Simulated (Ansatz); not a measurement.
# Si(111) with SH: bands and core levels, part 3 of 3

What would XPS and angle-resolved spectra of Si(111) with SH look like?

Ansatz 0.2.0; DFT, PBE, plane-wave PAW, scalar-relativistic; PAW set soft_1.

So far, gap on the k-mesh (eV): step 2 (relaxing the atoms) 0.841; step 3 (bands by layer) 0.841.

## (6) Z+1 stand-in on atom 13

System of this step: Si23PH8S4. The cell holds 36 atoms: 8 H, 4 S, 23 Si and 1 P. Cell: a = 7.679 Å, b = 7.679 Å, c = 24.924 Å, α = 90.0°, β = 90.0°, γ = 60.0°. It derives from Si. Regions: ad, 8 atoms (4 S and 4 H); L1, 4 atoms (4 Si); L2, 4 atoms (1 P and 3 Si); L3, 4 atoms (4 Si); mid, 4 atoms (4 Si); rest, 12 atoms (8 Si and 4 H). Vacuum lies along c.

The same swap on atom 13.

Contents of input.yaml:

```yaml
crystal:
  lattice:
    - [7.6791796437, 0.0, 0.0]
    - [3.8395898218, 6.6503646517, 0.0]
    - [0.0, 0.0, 24.9237769138]
  atoms:
    - { symbol: H, position: [0.087891526, 0.0844562739, 0.720057038] }
    - { symbol: H, position: [0.587891526, 0.0844562739, 0.720057038] }
    - { symbol: H, position: [0.087891526, 0.5844562739, 0.720057038] }
    - { symbol: H, position: [0.587891526, 0.5844562739, 0.720057038] }
    - { symbol: S, position: [-0.0138043808, -0.0157622219, 0.7110861009] }
    - { symbol: S, position: [0.4861956192, -0.0157622219, 0.7110861009] }
    - { symbol: S, position: [-0.0138043808, 0.4842377781, 0.7110861009] }
    - { symbol: S, position: [0.4861956192, 0.4842377781, 0.7110861009] }
[... 24 atom lines left out ...]
    - { symbol: H, position: [0.0, 0.0, 0.280856309] }
    - { symbol: H, position: [0.5, 0.0, 0.280856309] }
    - { symbol: H, position: [0.0, 0.5, 0.280856309] }
    - { symbol: H, position: [0.5, 0.5, 0.280856309] }
kpoints:
  mp_grid: { grid: [3, 3, 1] }
scf:
  occupations: { method: fermi_dirac, width: 0.02 }
  n_extra_bands: 27
hamiltonian:
  xc: pbe
  pseudopotentials: { kind: paw, azcp: { folder: soft_1 } }
output:
  forces: true
  write_potential: true
  volumetric_format: []
efield:
  axis: 3
  dipole_correction: true
```

Run with:

```bash
$ ansatz run input.yaml --threads 4 --pin off --max-ram 11264MiB --backend cpu --events-out ev --progress --plain --runs-dir out
```

The job ended after 74 s (4 threads of Intel Xeon at 2.50GHz (Skylake/Cascade Lake), shared host; peak memory 2.6 GiB).

Numbers from this step:

- free energy: -19115.7900 eV
- energy at zero smearing: -19115.7794 eV
- smearing term TS: 0.02122 eV
- Fermi energy: 1.190 eV

## (7) Z+1 stand-in on atom 21

System of this step: Si23PH8S4. The cell holds 36 atoms: 8 H, 4 S, 23 Si and 1 P. Cell: a = 7.679 Å, b = 7.679 Å, c = 24.924 Å, α = 90.0°, β = 90.0°, γ = 60.0°. It derives from Si. Regions: ad, 8 atoms (4 S and 4 H); L1, 4 atoms (4 Si); L2, 4 atoms (4 Si); L3, 4 atoms (4 Si); mid, 4 atoms (1 P and 3 Si); rest, 12 atoms (8 Si and 4 H). Vacuum lies along c.

The same swap on atom 21.

Edit input.yaml of step 6 so:

```diff
@@ -18,3 +18,3 @@
     - { symbol: Si, position: [0.4976022852, 0.4973118754, 0.6242917347] }
-    - { symbol: P, position: [0.8310365193, 0.3308191515, 0.5925931021] }
+    - { symbol: Si, position: [0.8310365193, 0.3308191515, 0.5925931021] }
     - { symbol: Si, position: [0.3310365193, 0.3308191515, 0.5925931021] }
@@ -26,3 +26,3 @@
     - { symbol: Si, position: [0.3336865147, 0.8331420619, 0.4976654121] }
-    - { symbol: Si, position: [0.1670061702, 0.1665038437, 0.4656059694] }
+    - { symbol: P, position: [0.1670061702, 0.1665038437, 0.4656059694] }
     - { symbol: Si, position: [0.6670061702, 0.1665038437, 0.4656059694] }
```

Elapsed: 86 s, on 4 threads; peak memory 2.6 GiB; 4 min of CPU time.

This step gave:

| Property | Result |
| --- | --- |
| free energy | -19115.7421 eV |
| energy at zero smearing | -19115.7308 eV |
| smearing term TS | 0.02265 eV |
| Fermi energy | 1.076 eV |

## (8) Shifts from the Z+1 runs

An atom with a screened core hole acts like the next element, so the difference of two such total energies is the shift between the two sites; positive is more bound. Shifts count from the last listed atom of each element.

```
atom   region  replaced by  shell meant  free energy (eV)  shift (eV)
 Si9  layer 1            P           2p        -19115.193       +0.55
Si12  layer 1            P           2p        -19115.193       +0.55
Si13  layer 2            P           2p        -19115.790       -0.05
Si21   middle            P           2p        -19115.742       +0.00
```

The stand-in's nearest image is 7.7 Å away. The method gives no absolute levels and the same shift for every shell of an atom. Sites with equal energies can be equivalent by symmetry.

## (9) What came out

```json
{
 "ionisation potential": "4.88 eV (upper face; lower face 4.41 eV)",
 "electron affinity (Kohn–Sham)": "4.04 eV (slab's lowest empty level against the upper vacuum)",
 "Si core shifts among the listed atoms, from the last listed one": "-0.05 to +0.55 eV"
}
```

The valence top of Si(111) with SH lies 4.88 eV (upper face; lower face 4.41 eV) below the vacuum and the lowest empty level 4.04 eV below the vacuum of the upper face. No level with weight over 0.3 between −3.0 and 3.0 eV at the labelled points has over 60 % of its weight in the top region and under 6 % in the middle, the test used here for a surface state; levels near these limits can still be surface states of a thicker slab. The upper face's value lies 0.46 eV above that of the hydrogen-covered lower face; the difference is the dipole step of the groups. Core shifts by the Z+1 route: Si -0.05 to +0.55 eV. Among the sites run, the most bound Si 2p level is that of Si12 (layer 1), tied with Si9, bonded to 3 Si and 1 S; the least bound, 0.60 eV shallower, that of Si13 (layer 2), bonded to 4 Si. That is the order that electronegative neighbours give as a rule, though screening of the hole enters too. With the next element in place the extra electron enters the lowest empty band of the cell, and its attraction to the stand-in enters the order. At 21.2 eV the valence spectrum has its highest listed peaks within 10.8 eV at 1.6 eV (S 3p), 2.6 eV (S 3p), 3.0 eV (S 3p), 3.6 eV (S 3p) and 5.6 eV (S 3p). At 1486.7 eV the valence spectrum has its highest listed peaks within 15.5 eV at 3.6 eV (mixed, S 3p leading), 6.8 eV (Si 3s), 9.2 eV (Si 3s), 9.8 eV (Si 3s) and 13.6 eV (S 3s). The shell named is the one with most of the intensity, cross sections included, not always the one with most states there. In the main run, from 1486.7 eV towards hard X-rays the Si 3s share grows by 13 points, as its cross section falls more slowly with photon energy than those of the shells it gains on. The spectra rest on a 3×3×1 mesh, so closely spaced maxima can be ripples of the mesh. The slab's own atoms span 7.1 Å, so bulk bands appear as a few quantum-well levels, and states of the two faces can mix. The affinity uses the Kohn–Sham gap, which is too small, so the true affinity is lower and the true ionisation potential usually higher.

[Logs are printed without paths, hosts, clocks, repeated set-up lines and the standing remarks that a program may print on its own settings, such as how far it seeks lower states.]

[Hosts, paths, dates, database ids (printed as entryN), source tags and the programs' standing remarks are cut or masked in the printed files.]

[Maps of the electrostatic potential energy from Ansatz leave out the sawtooth potential of an applied field or a dipole correction, so their vacuum need not be flat; work functions include it.]
